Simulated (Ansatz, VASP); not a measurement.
# Zn8HS8Br in two plane-wave programs, part 2 of 2

One calculation is typed for both programs; each brings its own data sets and cutoff. How far apart do they land?

VASP 6.6.1 and Ansatz 0.2.0.

So far: Starting point; Ansatz: single point, RPBE.

The database entry behind the starting cell differs from later determinations by our own check (about 0.4 % short), so it need not match the best structure at ambient conditions.

## Step 3: VASP: single point, RPBE

Level of this step: RPBE; plane waves and PAW (Zn, S, Br, H) (VASP).

The same cell, functional, mesh and smearing now go to VASP, with its own data sets and cutoff.

Lines of VASP's logs that name or quote its potential files are left out, and so is its time.

Input file INCAR:

```
SYSTEM = Zn8HS8Br
PREC = Normal
ENCUT = 300
EDIFF = 1E-06
NELM = 120
ISMEAR = 0
SIGMA = 0.05
LREAL = Auto
ALGO = Fast
GGA = RP
NBANDS = 116
LORBIT = 11
LWAVE = .FALSE.
LCHARG = .TRUE.
NCORE = 4
IDIPOL = 3
LDIPOL = .TRUE.
DIPOL = 0.5 0.5 0.493
LVHAR = .TRUE.
LVACPOTAV = .TRUE.
NEDOS = 1500
```

Input file POSCAR:

```
Zn8HS8Br
1.0
    7.6219975631      0.0000000000      0.0000000000
    0.0000000000      6.2340000000      0.0000000000
    0.0000000000      0.0000000000     23.9295623451
Zn S Br H
8 8 1 1
Direct
    0.5000000000      0.0000000000      0.3740143600
    0.0000000000      0.0000000000      0.3740143600
    0.7500000000      0.5000000000      0.4199884800
    0.2500000000      0.5000000000      0.4199884800
    0.7500064298      0.9945714412      0.5211725786
    0.2500084385      0.9942472721      0.5206118689
    0.0000790931      0.4414057131      0.5448786019
    0.4999175919      0.4414162656      0.5448812361
    0.5000000000      0.6150000000      0.3740143600
    0.0000000000      0.6150000000      0.3740143600
    0.7500000000      0.1150000000      0.4199884800
    0.2500000000      0.1150000000      0.4199884800
    0.7500003999      0.6140389743      0.5172962386
    0.2500010419      0.6139921799      0.5170806544
    0.0004955294      0.0970906512      0.5700906643
    0.4995197512      0.0971025902      0.5700902461
    0.7500123539      0.4818880217      0.7067563419
    0.7499892504      0.2743566975      0.6804979456
```

Input file KPOINTS:

```
Automatic mesh
0
Gamma
2 3 1
0 0 0
```

The projector-augmented-wave data sets are Zn, S, Br and H (PBE family, release 64).

Command:

```sh
> mpirun -np 4 vasp_std
```

Numbers of over 12 decimals in the logs are rounded to 6 here.

The program printed:

```text
[banner, memory and clock lines left out]
running    4 mpi-ranks, on    1 nodes
 distrk:  each k-point on    4 cores,    1 groups
 distr:  one band on    4 cores,    1 groups

 POSCAR found type information on POSCAR ZnS BrH
 POSCAR found :  4 types and      18 ions
|                                                                             |
|               ----> ADVICE to this user running VASP <----                  |
|                                                                             |
|     You enforced a specific xc type in the INCAR file but a different       |
|     [... a line on the potential file left out ...]
|     I HOPE YOU KNOW WHAT YOU ARE DOING!                                     |
|                                                                             |

 LDA part: xc-table for (Slater+PW92), standard interpolation
 POSCAR, INCAR and KPOINTS ok, starting setup
 FFT: planning ... GRIDC
 FFT: planning ... GRID_SOFT
 FFT: planning ... GRID
 WAVECAR not read
 entering main loop
       N       E                     dE             d eps       ncg     rms          rms(c)
DAV:   1     0.811025317916E+03    0.81103E+03   -0.46605E+04  1048   0.740E+02
DAV:   2     0.517131494252E+02   -0.75931E+03   -0.73118E+03  1096   0.214E+02
DAV:   3    -0.530896531773E+02   -0.10480E+03   -0.10366E+03  1136   0.819E+01
DAV:   4    -0.569760101154E+02   -0.38864E+01   -0.38772E+01  1080   0.158E+01
DAV:   5    -0.570725353811E+02   -0.96525E-01   -0.96494E-01  1216   0.248E+00    0.215E+01
RMM:   6    -0.525224677666E+02    0.45501E+01   -0.89289E+00  1112   0.874E+00    0.165E+01
RMM:   7    -0.522416072183E+02    0.28086E+00   -0.47443E+00  1148   0.620E+00    0.528E+00
RMM:   8    -0.521914475064E+02    0.50160E-01   -0.57977E-01  1213   0.265E+00    0.222E+00
RMM:   9    -0.521508654623E+02    0.40582E-01   -0.18075E-01  1136   0.117E+00    0.822E-01
RMM:  10    -0.521506869929E+02    0.17847E-03   -0.33460E-02  1216   0.675E-01    0.346E-01
RMM:  11    -0.521519203271E+02   -0.12333E-02   -0.12389E-02  1302   0.310E-01    0.194E-01
RMM:  12    -0.521521787477E+02   -0.25842E-03   -0.30951E-03  1201   0.131E-01    0.116E-01
RMM:  13    -0.521524025492E+02   -0.22380E-03   -0.58764E-04  1257   0.598E-02    0.721E-02
RMM:  14    -0.521528621663E+02   -0.45962E-03   -0.23458E-04  1213   0.356E-02    0.418E-02
RMM:  15    -0.521529625479E+02   -0.10038E-03   -0.74128E-05  1224   0.199E-02    0.174E-02
RMM:  16    -0.521532605947E+02   -0.29805E-03   -0.44988E-05  1233   0.146E-02    0.117E-02
RMM:  17    -0.521534221231E+02   -0.16153E-03   -0.28494E-05  1159   0.932E-03    0.185E-02
RMM:  18    -0.521535011003E+02   -0.78977E-04   -0.70025E-06  1065   0.515E-03    0.768E-03
RMM:  19    -0.521535541941E+02   -0.53094E-04   -0.75943E-06  1080   0.446E-03    0.463E-03
RMM:  20    -0.521535845862E+02   -0.30392E-04   -0.18136E-06   975   0.250E-03    0.625E-03
RMM:  21    -0.521536077991E+02   -0.23213E-04   -0.18553E-06   971   0.231E-03    0.197E-03
RMM:  22    -0.521536134637E+02   -0.56646E-05   -0.36344E-07   932   0.118E-03    0.151E-03
RMM:  23    -0.521536171100E+02   -0.36463E-05   -0.19489E-07   751   0.691E-04    0.685E-04
RMM:  24    -0.521536177516E+02   -0.64163E-06   -0.34972E-08   665   0.568E-04
|                                                                             |
|           W    W    AA    RRRRR   N    N  II  N    N   GGGG   !!!           |
|           W    W   A  A   R    R  NN   N  II  NN   N  G    G  !!!           |
|           W    W  A    A  R    R  N N  N  II  N N  N  G       !!!           |
|           W WW W  AAAAAA  RRRRR   N  N N  II  N  N N  G  GGG   !            |
|           WW  WW  A    A  R   R   N   NN  II  N   NN  G    G                |
|           W    W  A    A  R    R  N    N  II  N    N   GGGG   !!!           |
|                                                                             |
|     Did not find any points to average over, which means that no vacuum     |
|     field-free region was found. Please increase the size of  your cell     |
|     in the dimension of the dipole correction to obtain accurate            |
|     workfunction values.                                                    |
|                                                                             |

   1 F= -.52153618E+02 E0= -.52153618E+02  d E =-.493218E-11
```

From OUTCAR (step 3):

```text
ion  position               nearest neighbor table
   1  0.500  0.000  0.374-  11 2.31  12 2.31   9 2.40
   2  0.000  0.000  0.374-  11 2.31  12 2.31  10 2.40
   3  0.750  0.500  0.420-   9 2.31  10 2.31  11 2.40  13 2.43
   4  0.250  0.500  0.420-   9 2.31  10 2.31  12 2.40  14 2.43
   5  0.750  0.995  0.521-  15 2.33  16 2.33  13 2.37  11 2.54
   6  0.250  0.994  0.521-  15 2.33  16 2.33  14 2.37  12 2.52
   7  0.000  0.441  0.545-  15 2.23  13 2.29  14 2.29
   8  0.500  0.441  0.545-  16 2.23  13 2.29  14 2.29
   9  0.500  0.615  0.374-   3 2.31   4 2.31   1 2.40
  10  0.000  0.615  0.374-   3 2.31   4 2.31   2 2.40
  11  0.750  0.115  0.420-   1 2.31   2 2.31   3 2.40   5 2.54
  12  0.250  0.115  0.420-   1 2.31   2 2.31   4 2.40   6 2.52
  13  0.750  0.614  0.517-   7 2.29   8 2.29   5 2.37   3 2.43
  14  0.250  0.614  0.517-   8 2.29   7 2.29   6 2.37   4 2.43
  15  0.000  0.097  0.570-   7 2.23   5 2.33   6 2.33
  16  0.500  0.097  0.570-   8 2.23   5 2.33   6 2.33
  17  0.750  0.482  0.707-  18 1.44
  18  0.750  0.274  0.680-  17 1.44

  LATTYP: Found a simple orthorhombic cell.
 ALAT       =     6.2340000000
 B/A-ratio  =     1.2226495931
 C/A-ratio  =     3.8385566803

 Subroutine GETGRP returns: Found  1 space group operations
 (whereof  1 operations were pure point group operations)

The static configuration has the point symmetry C_1 .

 Found      4 irreducible k-points:

   k-points           NKPTS =      4   k-points in BZ     NKDIM =      4   number of bands    NBANDS=    116

   dimension x,y,z NGX =    32 NGY =   28 NGZ =  108
   dimension x,y,z NGXF=    64 NGYF=   56 NGZF=  216

   ENCUT  =  300.0 eV  22.05 Ry    4.70 a.u.  10.76  8.80 33.79*2*pi/ulx,y,z

   NELECT =     152.0000    total number of electrons

 k-points in reciprocal lattice and weights: Automatic mesh
   0.00000000  0.00000000  0.00000000       0.167
   0.50000000  0.00000000  0.00000000       0.167
   0.00000000  0.33333333  0.00000000       0.333
   0.50000000  0.33333333  0.00000000       0.333

 dipolmoment           0.000000      0.000000      0.182375 electrons x Angstroem

 average (electrostatic) potential at core
       1 -42.1128       2 -42.1128       3 -41.3890       4 -41.3978       5 -41.6648
       6 -41.6780       7 -42.0001       8 -42.0001       9 -93.1861      10 -93.1861
      11 -94.1875      12 -94.2020      13 -94.1271      14 -94.1475      15 -93.6064
      16 -93.6064      17 -68.5324      18 -41.7803

 E-fermi :  -2.8833

 k-point     1 :       0.0000    0.0000    0.0000
  band No.  band energies     occupation
    ...
     72      -3.8359      2.00000
     73      -3.7293      2.00000
     74      -3.5243      2.00000
     75      -3.3897      2.00000
     76      -3.1106      2.00000
     77      -1.4233      0.00000
     78      -0.7166      0.00000
     79      -0.1298      0.00000
     80       0.4969      0.00000
     81       0.6519      0.00000
    ...

 k-point     2 :       0.5000    0.0000    0.0000
  band No.  band energies     occupation
    ...
     72      -4.1586      2.00000
     73      -4.0416      2.00000
     74      -4.0358      2.00000
     75      -3.5076      2.00000
     76      -3.5061      2.00000
     77      -0.8745      0.00000
     78      -0.8719      0.00000
     79       0.6013      0.00000
     80       0.6093      0.00000
     81       0.8865      0.00000
    ...

 k-point     3 :       0.0000    0.3333    0.0000
  band No.  band energies     occupation
    ...
     72      -4.0205      2.00000
     73      -3.7622      2.00000
     74      -3.6696      2.00000
     75      -3.5622      2.00000
     76      -3.3506      2.00000
     77      -0.9367      0.00000
     78      -0.7472      0.00000
     79       0.2477      0.00000
     80       0.6003      0.00000
     81       0.6206      0.00000
    ...

  Total        6.4709821      2.2110702     -1.1037145     -0.0004118      1.2421891     -0.0001116
  in kB        9.1182275      3.1156076     -1.5552385     -0.0005803      1.7503622     -0.0001573
  external PRESSURE =       3.5595322 kB  Pullay stress =       0.0000000 kB

  energy-cutoff  :      300.00
  volume of cell :     1137.03
      direct lattice vectors                 reciprocal lattice vectors
     7.621997563  0.000000000  0.000000000     0.131199202  0.000000000  0.000000000
     0.000000000  6.234000000  0.000000000     0.000000000  0.160410651  0.000000000
     0.000000000  0.000000000 23.929562345     0.000000000  0.000000000  0.041789314

 POSITION                                       TOTAL-FORCE (eV/Angst)
 -----------------------------------------------------------------------------------
      3.81100      0.00000      8.95000         0.009335     -1.192308      0.929409
      0.00000      0.00000      8.95000        -0.009357     -1.192306      0.929416
      5.71650      3.11700     10.05014        -0.000023      0.275590     -0.177966
      1.90550      3.11700     10.05014         0.000025      0.272742     -0.206582
      5.71655      6.20016     12.47143         0.000010     -0.006369     -0.014288
      1.90556      6.19814     12.45801        -0.000034      0.002027      0.020594
      0.00060      2.75172     13.03871        -0.007500      0.000224      0.015354
      3.81037      2.75179     13.03877         0.007734      0.000263      0.015138
      3.81100      3.83391      8.95000        -0.002677      0.507517     -0.595292
      0.00000      3.83391      8.95000         0.002688      0.507508     -0.595275
      5.71650      0.71691     10.05014         0.000039      0.435022     -0.183930
      1.90550      0.71691     10.05014         0.000042      0.438706     -0.187034
      5.71650      3.82792     12.37867        -0.000005     -0.012645     -0.023427
      1.90551      3.82763     12.37351        -0.000141     -0.012593      0.028795
      0.00378      0.60526     13.64202        -0.014400     -0.011872      0.010336
      3.80734      0.60534     13.64201         0.014185     -0.013298      0.010882
      5.71659      3.00409     16.91237         0.000084      0.004474      0.008256
      5.71642      1.71034     16.28402        -0.000004     -0.002681      0.015613
 -----------------------------------------------------------------------------------
    total drift:                                0.000019     -0.015660     -0.060098

  FREE ENERGIE OF THE ION-ELECTRON SYSTEM (eV)
  ---------------------------------------------------
  free  energy   TOTEN  =       -52.1536177516 eV

  energy  without entropy=      -52.1536177516  energy(sigma->0) =      -52.15361775

 vacuum level on the upper side and lower side of the slab         2.716         2.021

 total charge
# of ion       s       p       d       tot
------------------------------------------
    1        0.525   0.364   9.782  10.671
    2        0.525   0.364   9.782  10.671
    3        0.509   0.452   9.788  10.749
    4        0.510   0.453   9.788  10.750
    5        0.505   0.424   9.786  10.716
    6        0.504   0.425   9.787  10.716
    7        0.556   0.441   9.783  10.780
    8        0.556   0.441   9.783  10.780
    9        1.325   2.409   0.000   3.735
   10        1.325   2.409   0.000   3.735
   11        1.325   2.422   0.000   3.747
   12        1.325   2.423   0.000   3.748
   13        1.319   2.451   0.000   3.770
   14        1.319   2.451   0.000   3.770
   15        1.334   2.410   0.000   3.744
   16        1.334   2.410   0.000   3.744
   17        1.612   3.261   0.032   4.905
   18        0.515   0.030   0.000   0.545
--------------------------------------------------
tot         16.923  26.042  78.311 121.276

[... 1 further part left out ...]
```

## Step 4: Comparison

Known differences besides the potentials themselves: the cutoff is 420 eV in Ansatz and 300 eV in VASP (PREC = Normal, projectors in real space); Ansatz makes its cores anew for this functional, VASP keeps those of its PBE data sets; VASP leaves aspherical gradient terms in its spheres out (LASPH is not set), Ansatz keeps them. Total energies have different zeros and are not compared.

Compared:

```tsv
quantity	Ansatz	VASP	difference
gap on the k mesh (eV)	1.710	1.687	+0.023
```

Forces on 10 of the 18 atoms, those with the largest forces and the largest differences (eV/Å; atoms numbered as in POSCAR):

```tsv
atom	Ansatz x, y, z	VASP x, y, z
Zn1	0.009, -1.181, 0.955	0.009, -1.192, 0.929
Zn2	-0.009, -1.181, 0.955	-0.009, -1.192, 0.929
Zn4	0.000, 0.279, -0.205	0.000, 0.273, -0.207
S9	-0.003, 0.517, -0.579	-0.003, 0.508, -0.595
S10	0.003, 0.517, -0.578	0.003, 0.508, -0.595
S11	0.000, 0.424, -0.207	0.000, 0.435, -0.184
S12	0.000, 0.427, -0.210	0.000, 0.439, -0.187
S16	0.015, -0.012, -0.022	0.014, -0.013, 0.011
Br17	0.000, -0.081, -0.021	0.000, 0.004, 0.008
H18	0.000, 0.081, 0.053	0.000, -0.003, 0.016
```

The forces differ by 21 meV/Å r.m.s., which is 6.0 % of the r.m.s. force of 0.35 eV/Å (both taken over all components). A gap on the mesh is an upper bound, since the band edges may lie between its points.

## Step 5: Further runs

Further runs change the set-up of one program: Ansatz's method, potentials or start, or VASP's data sets, cutoff or form of LDA. The table gives Ansatz less VASP for each quantity, since a change that brings one quantity closer may part another.

```tsv
run	r.m.s. force difference (meV/Å)	gap on the k mesh (eV)
as above	21	0.023
cores kept as stored	22	0.023
Ansatz's larger PAW set (cutoff 1000 eV)	22	0.028
norm-conserving potentials (cutoff 1143 eV)	27	0.053
```

## Step 6: Outcome

```yaml
r_m_s_force_difference_single_point_rpbe: 6.0 % of the r.m.s. force
```

What this shows: The r.m.s. force difference is 6.0 % of the r.m.s. force (single point, RPBE), beyond the 3 % picked in this series as the mark of a large difference. Single point, RPBE, norm-conserving potentials (cutoff 1143 eV): r.m.s. force difference goes from 21 to 27 meV/Å; the difference in gap on the k mesh goes from 0.023 to 0.053 eV. Such differences can come from data sets, numerical settings and the points named under the comparisons, not from the functional's error against experiment.

[Lines on the potential files, build, host, timing and source positions are cut from VASP's logs without a mark.]

[Logs are printed without paths, hosts, clocks, repeated set-up lines and the standing remarks that a program may print on its own settings, such as how far it seeks lower states.]

[Hosts, paths, dates, database ids (printed as entryN), source tags and the programs' standing remarks are cut or masked in the printed files.]
